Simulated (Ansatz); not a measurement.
Crystal: TiSi2.

```
CELL_PARAMETERS angstrom
1.76511 -6.75928 0.00000
1.76511 6.75928 0.00000
0.00000 0.00000 3.56517
ATOMIC_POSITIONS crystal
Ti 0.10312 0.89688 0.25000
Ti 0.89688 0.10312 0.75000
Si 0.75031 0.24969 0.25000
Si 0.24969 0.75031 0.75000
Si 0.44175 0.55825 0.25000
Si 0.55825 0.44175 0.75000
```

The cell comes from a database or a generator and needn't be the stable form of this composition.

| Quantity | Value |
| --- | --- |
| Program | Ansatz 0.2.0 |
| Task | relaxation of cell and atoms |
| Functional | PBEsol |
| Potentials or basis | Ansatz PAW |
| Cutoff | 420 eV (not typed: the program's choice for these potentials) |
| k mesh | 8 × 8 × 8 |
| Occupations | fermi-dirac, width 0.05 eV |
| Spin | no spin polarisation |

At the start: volume 14.18 Å³/atom.

Question: Where does the relaxation end?

Answer: It ends after 5 steps and the volume is 13.91 Å³/atom (-1.9 %); space group Cmcm (No. 63, to 0.05 Å).

The path:
```tsv
step	energy change (eV)	largest force (eV/Å)	volume (Å³)
1	0.0000	0.2040	85.07
2	-0.0160	0.0914	83.20
3	-0.0175	0.0369	83.42
4	-0.0177	0.0094	83.45
5	-0.0174	0.0095	83.45
```

Final structure:
```
Ti Si
1.0
     1.75854   -6.67352    0.00000
     1.75854    6.67352    0.00000
     0.00000    0.00000    3.55533
Ti Si
2 4
Cartesian
  1.7585 5.3054 0.8888
  1.7585 -5.3054 2.6665
  1.7585 -3.3428 0.8888
  1.7585 3.3428 2.6665
  1.7585 0.8012 0.8888
  1.7585 -0.8012 2.6665
```

Caveat: the plane-wave basis is chosen anew once the cell has moved, so the energies of steps on either side of that aren't comparable; the PAW data sets come from PBE, with cores solved anew for the run's functional, which leaves a small shift of forces and pressure.
